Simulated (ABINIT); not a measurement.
The system is CdF2.

```xyz
3
Lattice="0.0000 2.6940 2.6940 2.6940 0.0000 2.6940 2.6940 2.6940 0.0000" Properties=species:S:1:pos:R:3 pbc="T T T"
Cd    0.0000    0.0000    0.0000
F     4.0410    4.0410    4.0410
F     1.3470    1.3470    1.3470
```

Base run:

- Program: ABINIT 10.8.3 (patched build)
- Functional: HCTH407
- Potentials or basis: JTH PAW PBE v2.0
- Cutoff: 626 eV
- k mesh: 9 × 9 × 9
- Occupations: fermi-dirac, width 0.05 eV
- Spin: no spin polarisation

Its results: band gap on the k mesh 3.75 eV, indirect (least direct gap 4.31 eV); pressure 9.2 GPa.

**Question.** After a change of settings the same cell gave: band gap on the k mesh 3.15 eV, indirect (least direct gap 3.56 eV); pressure 5.1 GPa. Which change was it?
A. functional from HCTH407 to PBE; k mesh from 9 × 9 × 9 to 5 × 5 × 5
B. functional from HCTH407 to PBEsol; k mesh from 9 × 9 × 9 to 7 × 7 × 7
C. functional from HCTH407 to RPBE
D. functional from HCTH407 to PBEsol; k mesh from 9 × 9 × 9 to 5 × 5 × 5

**Answer.** A.

Caveats: the PAW data sets were made with another functional, which shifts forces and pressure a little (some runs); an odd mesh through Γ misses points on the zone boundary, where band edges often lie (some runs).
